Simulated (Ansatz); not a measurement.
ZrS: how the occupation rule moves the results

Computed with DFT r2SCAN, scalar-relativistic, plane waves, PAW (Ansatz).

```
Zr S
1.0
     0.00000    2.62500    2.62500
     2.62500    0.00000    2.62500
     2.62500    2.62500    0.00000
Zr S
1 1
Direct
  0.00000 0.00000 0.00000
  0.50000 0.50000 0.50000
```

| Quantity | Value |
| --- | --- |
| plane-wave cutoff | 500 eV |
| Γ-centred k-mesh | 14×14×14 |
| spin treatment | unpolarised |

The atoms stay fixed while the occupation rule is varied. ΔE is the energy extrapolated to zero smearing, less that of the reference run (14×14×14 Γ-centred mesh, Gaussian smearing 0.1 eV). The cell isn't necessarily relaxed at this level. Pressure is positive in compression.

| rule, width (eV) | ΔE (meV/atom) | ΔF, free energy (meV/atom) | P (GPa) |
| --- | --- | --- | --- |
| Gaussian 0.1 | ? | ? | ? |
| Gaussian 0.2 | -0.35 | -5.34 | -1.92 |
| Gaussian 0.5 | -1.31 | -40.2 | -1.51 |
| Fermi–Dirac 0.01 | ? | ? | ? |
| Fermi–Dirac 0.02 | 0.23 | 1.54 | -2.00 |
| Fermi–Dirac 0.05 | -0.09 | -1.16 | -1.97 |
| Fermi–Dirac 0.2 | -1.11 | -42.4 | -1.47 |
| Methfessel–Paxton 0.01 | 0.38 | 2.29 | -2.01 |
| Methfessel–Paxton 0.1 | ? | ? | ? |
| cold 0.05 | 0.23 | 2.06 | -2.00 |
| cold 0.1 | 0.09 | 1.72 | -1.99 |
| cold 0.5 | -1.46 | -3.59 | -1.91 |
| tetrahedron | ? | ? | ? |

Problem. Fill in the withheld rows.

Solution. The withheld rows:

```csv
"rule, width (eV)",ΔE (meV/atom),"ΔF, free energy (meV/atom)",P (GPa)
Gaussian 0.1,0.00,0.00,-1.98
Fermi–Dirac 0.01,0.32,2.04,-2.00
Methfessel–Paxton 0.1,0.12,1.92,-2.00
tetrahedron,-0.85,1.07,-1.99
```

1 further run of this set didn't finish or converge.